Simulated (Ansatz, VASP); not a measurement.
Cu: VASP beside Ansatz

INCAR

```
SYSTEM = Cu
PREC     = Accurate       ! precision mode
ENCUT    = 520            ! plane-wave cutoff, eV
EDIFF    = 1E-6           ! SCF threshold, eV
ISMEAR   = 0              ! smearing method
SIGMA    = 0.1            ! smearing width, eV
LREAL    = .False.        ! projectors in reciprocal space
LASPH    = .True.         ! aspherical terms in the spheres
NELM     = 60             ! most SCF steps
ALGO     = Fast           ! electronic algorithm
ISIF     = 2              ! what is computed and relaxed
LWAVE    = .False.        ! write WAVECAR
LCHARG   = .True.         ! write CHGCAR
GGA      = PE             ! functional
IVDW     = 13             ! dispersion correction
LELF     = .True.         ! ELF
LVHAR    = .True.       
NBANDS   = 18             ! bands
```

KPOINTS

```
regular mesh
0
Gamma
  24 24 12
  0 0 0
```

POSCAR

```
Cu
1.0
    2.7220909952      0.0000000000      0.0000000000
   -1.3610454976      2.3573999532      0.0000000000
    0.0000000000      0.0000000000      4.4451398472
Cu
2
Direct
    0.3333333333      0.6666666667      0.2500000000
    0.6666666667      0.3333333333      0.7500000000
```

Input for Ansatz:

```yaml
crystal:
  lattice:
    - [2.7220909952, 0.0, 0.0]
    - [-1.3610454976, 2.3573999532, 0.0]
    - [0.0, 0.0, 4.4451398472]
  atoms:
    - { symbol: Cu, position: [0.3333333333, 0.6666666667, 0.25] }
    - { symbol: Cu, position: [0.6666666667, 0.3333333333, 0.75] }
basis:
  ecutwfc: 420
  xc_grid: 4
kpoints:
  mp_grid: { grid: [24, 24, 12] }
hamiltonian:
  xc: pbe
  dispersion: d4
scf:
  occupations: { method: gaussian, width: 0.1 }
output:
  forces: true
  eigenvalues: true
  stress: true
```

This isn't the form of Cu at room conditions, which is fcc.

Alike in both runs: task single point; functional PBE; dispersion D4; k mesh 24 × 24 × 12; occupations gaussian, width 0.1 eV; no spin polarisation.

|  | VASP | Ansatz |
| --- | --- | --- |
| version | VASP 6.6.1 | Ansatz 0.2.0 |
| potentials or method | VASP PAW PBE potentials, release 64 (Cu) | scalar-relativistic, plane waves, PAW |
| plane-wave cutoff (eV) | 520 | 420 |
| valence electrons in the cell | 22 | 38 |

Ansatz gave:

| Quantity | Value |
| --- | --- |
| gap on the k mesh at the Fermi level (eV) | none |
| pressure (GPa) | -20.7 |
| largest component of the traceless stress (GPa) | 0.33 |

**Question.** Estimate VASP's values.

**Answer.** gap on the k mesh at the Fermi level (eV): none; pressure (GPa): -20.3; largest component of the traceless stress (GPa): 0.32.

A gap of «none» marks a metal or a gap that the smearing closes. The two sets of potentials don't hold the same shells in valence.

Caveats: so large a pressure means that the cell lies far from this level's equilibrium, or that cutoff or potentials fall short (VASP); pairwise dispersion overbinds metals, which lowers pressure and volume.
